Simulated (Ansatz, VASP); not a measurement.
## Two plane-wave programs on BeS

```xyz
2
Lattice="0.0000 2.4352 2.4352 2.4352 0.0000 2.4352 2.4352 2.4352 0.0000" Properties=species:S:1:pos:R:3 pbc="T T T"
Be    0.0000    0.0000    0.0000
S     1.2176    1.2176    1.2176
```

Alike in both runs: functional PBE; k mesh 10 × 10 × 10; occupations fermi-dirac, width 0.03 eV; no spin polarisation.

Ansatz relaxed the structure, and its values are those at the end. VASP's run is a single point on that final structure, the one shown.

```csv
,VASP,Ansatz
version,VASP 6.6.1,Ansatz 0.2.0
potentials or method,"VASP PAW PBE potentials, release 64 (Be, S)","PAW with Ansatz's default frozen-core files, scalar-relativistic"
plane-wave cutoff (eV),520,420
valence electrons in the cell,8,8
```

|  | VASP | Ansatz | Ansatz less VASP |
| --- | --- | --- | --- |
| gap on the k mesh at the Fermi level (eV) | 3.14 | 3.14 | -0.001 |
| pressure (GPa) | 0.3 | 0.3 | -0.01 |

With one functional, cell and mesh, what is left measures potentials, basis and numerics. Ansatz warned: «stress_scf_threshold_loose».

A k mesh can miss the band edges. A hybrid or GW would open this gap; PBE tends to underestimate it.
